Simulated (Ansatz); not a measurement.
NiO2 in Ansatz: the effect of functional

Crystal: NiO2.

```
CELL_PARAMETERS angstrom
1.42963 0.82540 7.11108
-1.42963 0.82540 7.11108
0.00000 -1.65079 7.11108
ATOMIC_POSITIONS crystal
Ni 0.00000 0.00000 0.00000
O 0.37879 0.37879 0.37879
O 0.62121 0.62121 0.62121
```

The cell comes from a database or a generator and needn't be the stable form of this composition.

The cell isn't the ideal one: volume scaled by 1.06.

Alike in all runs:

| Quantity | Value |
| --- | --- |
| Program | Ansatz 0.2.0 |
| Task | single point |
| Potentials or basis | Ansatz PAW |
| k mesh | 11 × 11 × 11 |
| Occupations | fermi-dirac, width 0.05 eV |
| Spin | collinear spin, ferromagnetic start |
| Starting moments | [1.0, 0.0, 0.0] μB |

```csv
functional,cutoff,gap on the mesh (eV),pressure (GPa),largest force (eV/Å)
LDA,420 eV (not typed: the program's choice for these potentials),1.10,-13.5,1.63
PBEsol,420 eV (not typed: the program's choice for these potentials),?,?,?
r2SCAN,500 eV (not typed: the program's choice for these potentials),1.67,-10.4,1.17
```

Problem. What does the run with functional PBEsol give?

Solution. gap on the mesh 1.16 eV; pressure -9.8 GPa; largest force 1.19 eV/Å.

Caveats: odd divisions of the mesh miss points on the zone boundary, where band edges often lie, so the gap on the mesh can be too wide; the PAW data sets come from PBE, with cores solved anew for the run's functional, which leaves a small shift of forces and pressure; forces of over 1 eV/Å show positions far from the minimum, so gaps and moduli don't describe the material at rest; the starting moments weren't kept; the magnetic or orbital state may not be the lowest (some runs).

A k mesh can miss the band edges.

Runs at the PBE level aren't shown here.
